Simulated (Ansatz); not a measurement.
Geometry optimisation in Ansatz: input, command and trajectory.

```yaml
crystal:
  lattice:
    - [3.4185187682, 0.0, 0.0]
    - [0.0, 3.4185187682, 0.0]
    - [0.0, 0.0, 3.4185187682]
  atoms:
    - { symbol: Al, position: [0.0, 0.0, 0.0] }
    - { symbol: Ni, position: [0.0, 0.5, 0.5], spin: 0.29 }
    - { symbol: Ni, position: [0.5, 0.0, 0.5], spin: 0.29 }
    - { symbol: Ni, position: [0.5, 0.5, 0.0], spin: 0.29 }
basis:
  ecutwfc: 420
kpoints:
  mp_grid: { grid: [12, 12, 12] }
hamiltonian:
  xc: pbe
scf:
  occupations: { method: gaussian, width: 0.1 }
output:
  forces: true
  stress: true
  eigenvalues: true
  populations: true
magnetization:
  spin_polarized: true
relax:
  adjacent_minimum: "off"
  f_tol: 0.008
  max_steps: 50
  cell: { stress_tol: 0.08, p_target: 30.0 }
```

```bash
ansatz run input.yaml --threads 1 --pin off --max-ram 2560MiB --backend cpu --events-out ev --progress --plain --runs-dir out
```

Method: Ansatz, DFT PBE, scalar-relativistic, plane waves, PAW.

Of 4 frames 3 are shown, positions in Å and forces in eV/Å; the SCF threshold varies from step to step. Steps run on the plane waves of an earlier cell, with a Pulay correction in the pressure. The basis is chosen afresh for the last frame, the zero of the energies, and at times for earlier ones too; energy and pressure step there, also at an unchanged geometry. The relaxation lowers the enthalpy F + PV at the target pressure, so the free energy itself can rise.

```xyz
4
Lattice="3.4185 0.0000 0.0000 0.0000 3.4185 0.0000 0.0000 0.0000 3.4185" Properties=species:S:1:pos:R:3:forces:R:3 pbc="T T T" step=1 free_energy_over_end_meV_per_atom=6.01 pressure_GPa=30.99
Al    0.0000    0.0000    0.0000    0.0000    0.0000    0.0000
Ni    0.0000    1.7093    1.7093    0.0000    0.0000    0.0000
Ni    1.7093    0.0000    1.7093    0.0000    0.0000    0.0000
Ni    1.7093    1.7093    0.0000    0.0000    0.0000    0.0000
4
Lattice="3.4206 0.0000 0.0000 0.0000 3.4206 0.0000 0.0000 0.0000 3.4206" Properties=species:S:1:pos:R:3:forces:R:3 pbc="T T T" step=2 free_energy_over_end_meV_per_atom=2.55 pressure_GPa=30.42
Al    0.0000    0.0000    0.0000    0.0000    0.0000    0.0000
Ni    0.0000    1.7103    1.7103    0.0000    0.0000    0.0000
Ni    1.7103    0.0000    1.7103    0.0000    0.0000    0.0000
Ni    1.7103    1.7103    0.0000    0.0000    0.0000    0.0000
4
Lattice="3.4221 0.0000 0.0000 0.0000 3.4221 0.0000 0.0000 0.0000 3.4221" Properties=species:S:1:pos:R:3:forces:R:3 pbc="T T T" step=4 free_energy_over_end_meV_per_atom=0.00 pressure_GPa=30.00
Al    0.0000    0.0000    0.0000    0.0000    0.0000    0.0000
Ni    0.0000    1.7111    1.7111    0.0000    0.0000    0.0000
Ni    1.7111    0.0000    1.7111    0.0000    0.0000    0.0000
Ni    1.7111    1.7111    0.0000    0.0000    0.0000    0.0000
```

It took 25 s on 1 thread of AMD EPYC 9R45 96-Core Processor (Zen 5), with other jobs on the host, peak memory 0.53 GiB.